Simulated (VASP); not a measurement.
A run of VASP 6.6.1:

The input INCAR:

```
PREC = Accurate
ENCUT = 520
EDIFF = 1E-7
ISMEAR = 1
SIGMA = 0.05
LREAL = False
LASPH = True
NELM = 100
ALGO = Normal
ISIF = 2
LWAVE = False
LCHARG = False
GGA = PE
NBANDS = 14
```

Contents of KPOINTS:

```
Automatic mesh
0
Gamma
  7 7 7
```

Contents of POSCAR:

```
Rh
1.0
    2.5343867704      0.0000000000      0.0000000000
    0.0000000000      2.5343867704      0.0000000000
    0.0000000000      0.0000000000      2.5343867704
Rh
1
Direct
    0.0000000000      0.0000000000      0.0000000000
```

Potentials or basis: VASP PAW PBE potentials, release 64 (Rh_pv).

The run is started by

```sh
$ cat potpaw_PBE.64/Rh_pv/POTCAR > POTCAR
$ mpirun -np 1 vasp_std > vasp.out
```

Hardware: 1 thread of Intel(R) Xeon(R) 6975P-C (Granite Rapids), with other jobs on the host.

Q: How long does it take, and how much memory?

A: Wall time 2.3 s on 1 thread of Intel(R) Xeon(R) 6975P-C (Granite Rapids), on a shared host, peak memory 0.12 GiB. Counts: scf iterations 12, k points 20.
